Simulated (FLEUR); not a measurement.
NiO: equation of state with PBEsol

Crystal: NiO.

```
Ni O
1.0
     0.00000    2.08590    2.08590
     2.08590    0.00000    2.08590
     2.08590    2.08590    0.00000
Ni O
1 1
Direct
  0.00000 0.00000 0.00000
  0.50000 0.50000 0.50000
```

```json
{
 "Program": "FLEUR MaX-R8.1 (later development tree)",
 "Task": "equation of state",
 "Functional": "PBEsol",
 "Potentials or basis": "all-electron",
 "Basis": "FLAPW",
 "Kmax": "4.88 1/bohr",
 "k mesh": "11 × 11 × 11",
 "Occupations": "fermi-dirac, width 0.05 eV",
 "Spin": "collinear spin, program default start"
}
```

```json
{
 "Equilibrium volume": "8.77 Å³/atom (rough: see the caveat)",
 "Bulk modulus": "171 GPa (rough)"
}
```

Energy against volume, from the lowest point:
```
volume (Å³/atom)  energy (meV/atom)
           8.531               3.93
           8.713               4.39
           8.894               0.00
           9.076               6.43
           9.257              16.57
           9.439              29.78
           9.620              45.64
```

Caveat: the fit is doubtful: noisy points or a state that changes with volume.
